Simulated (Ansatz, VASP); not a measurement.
Given: the input of a run of VASP 6.6.1 on Si.

File INCAR:

```
SYSTEM = Si
ALGO     = Normal         ! electronic algorithm
EDIFF    = 1E-7           ! SCF threshold, eV
ENCUT    = 520            ! plane-wave cutoff, eV
GGA      = CA             ! functional
ISIF     = 2              ! what is computed and relaxed
ISMEAR   = -1             ! smearing method
LASPH    = .True.         ! aspherical terms in the spheres
LCHARG   = .False.        ! write CHGCAR
LREAL    = .False.        ! projectors in reciprocal space
LWAVE    = .False.        ! write WAVECAR
NBANDS   = 11             ! bands
NELM     = 100            ! most SCF steps
PREC     = Accurate       ! precision mode
SIGMA    = 0.05           ! smearing width, eV
```

KPOINTS

```
k-points
0
Gamma
  8 8 8
  0 0 0
```

Contents of POSCAR:

```
Si
1.0
    0.0000000000      2.7752343705      2.7752343705
    2.7752343705      0.0000000000      2.7752343705
    2.7752343705      2.7752343705      0.0000000000
Si
2
Direct
    0.5000000000      0.5000000000      0.5000000000
    0.7500000000      0.7500000000      0.7500000000
```

Potentials or basis: VASP PAW LDA potentials, release 64 (Si).

Run with:

```sh
$ cat potpaw_LDA.64/Si/POTCAR > POTCAR
$ mpirun -np 1 vasp_std > vasp.out
```

**Question.** Translate it to Ansatz 0.2.0. Potentials there: JTH PAW LDA.

**Answer.** As run (the cutoff follows the program's own potentials):

File input.yaml:

```yaml
crystal:
  lattice:
    - [0.0, 2.7752343705, 2.7752343705]
    - [2.7752343705, 0.0, 2.7752343705]
    - [2.7752343705, 2.7752343705, 0.0]
  atoms:
    - { symbol: Si, position: [0.5, 0.5, 0.5] }
    - { symbol: Si, position: [0.75, 0.75, 0.75] }
hamiltonian:
  xc: lda
  pseudopotentials: { kind: paw, xc_functional: lda, accuracy: standard }
kpoints:
  mp_grid: { grid: [8, 8, 8] }
scf:
  occupations: { method: fermi_dirac, width: 0.05 }
output:
  forces: true
  stress: true
  eigenvalues: true
```

Potentials or basis: JTH PAW LDA.

Run with:

```console
$ ansatz run input.yaml --threads 2 --pin off --max-ram 5120MiB --backend cpu --events-out ev --progress --plain --runs-dir out
```

Both were run:

|  | VASP | Ansatz | Ansatz less VASP |
| --- | --- | --- | --- |
| gap on the k mesh at the Fermi level (eV) | 0.61 | 0.61 | +0.007 |
| least direct gap on the mesh (eV) | 2.33 | 2.33 | -0.001 |
| pressure (GPa) | -6.6 | -6.6 | -0.05 |

A k mesh can miss the band edges. Expect the measured gap to be larger: semilocal functionals such as LDA lack the derivative discontinuity.
